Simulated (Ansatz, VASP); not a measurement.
Two plane-wave programs on AgCl

INCAR

```
ALGO     = Normal         # electronic algorithm
EDIFF    = 1E-6           # SCF threshold, eV
EDIFFG   = -0.005         # ionic threshold
ENCUT    = 600            # plane-wave cutoff, eV
GGA      = PE             # functional
IBRION   = 2              # ionic algorithm
ISIF     = 3              # what is computed and relaxed
ISMEAR   = -1             # smearing method
LASPH    = T              # aspherical terms in the spheres
LCHARG   = F              # write CHGCAR
LREAL    = F              # projectors in reciprocal space
LWAVE    = F              # write WAVECAR
NELM     = 60             # most SCF steps
NSW      = 100            # ionic steps
PREC     = Accurate       # precision mode
SIGMA    = 0.03           # smearing width, eV
```

Contents of KPOINTS:

```
k-points
0
Gamma
  11 11 11
```

File POSCAR:

```
AgCl
1.0
    0.0000000000      2.8183160756      2.8183160756
    2.8183160756      0.0000000000      2.8183160756
    2.8183160756      2.8183160756      0.0000000000
Ag Cl
1 1
Direct
    0.0000000000      0.0000000000      0.0000000000
    0.2500000000      0.2500000000      0.2500000000
```

Input for Ansatz:

```yaml
crystal:
  lattice:
    - [0.0, 2.8183160756, 2.8183160756]
    - [2.8183160756, 0.0, 2.8183160756]
    - [2.8183160756, 2.8183160756, 0.0]
  atoms:
    - { symbol: Ag, position: [0.0, 0.0, 0.0] }
    - { symbol: Cl, position: [0.25, 0.25, 0.25] }
kpoints:
  mp_grid: { grid: [11, 11, 11] }
scf:
  occupations: { method: fermi_dirac, width: 0.03 }
hamiltonian:
  xc: pbe
  pseudopotentials: { kind: paw }
output:
  forces: true
  stress: true
relax:
  f_tol: 0.005
  max_steps: 80
  cell: {}
```

Alike in both runs: task relaxation of cell and atoms; functional PBE; k mesh 11 × 11 × 11; occupations fermi-dirac, width 0.03 eV; no spin polarisation.

|  | VASP | Ansatz |
| --- | --- | --- |
| version | VASP 6.6.1 | Ansatz 0.2.0 |
| potentials or method | VASP PAW PBE potentials, release 64 (Ag, Cl) | PAW with Ansatz's default frozen-core files, scalar-relativistic |
| plane-wave cutoff (eV) | 600 | 420 |
| valence electrons in the cell | 18 | 26 |

VASP gave:

```
relaxed volume (Å³/atom)                                     : 27.70
relaxed cell length with the largest relative difference (Å) : 4.279
energy change over the relaxation (meV/atom)                 : -149
```

Problem. Estimate Ansatz's values.

Solution. Relaxed volume (Å³/atom): 27.81; relaxed cell length with the largest relative difference (Å): 4.284; energy change over the relaxation (meV/atom): -153.

The two sets of potentials don't hold the same shells in valence.

Caveats: the volume moved by over 15 % at a fixed basis, so the end points are rough (VASP). A k mesh can miss the band edges.
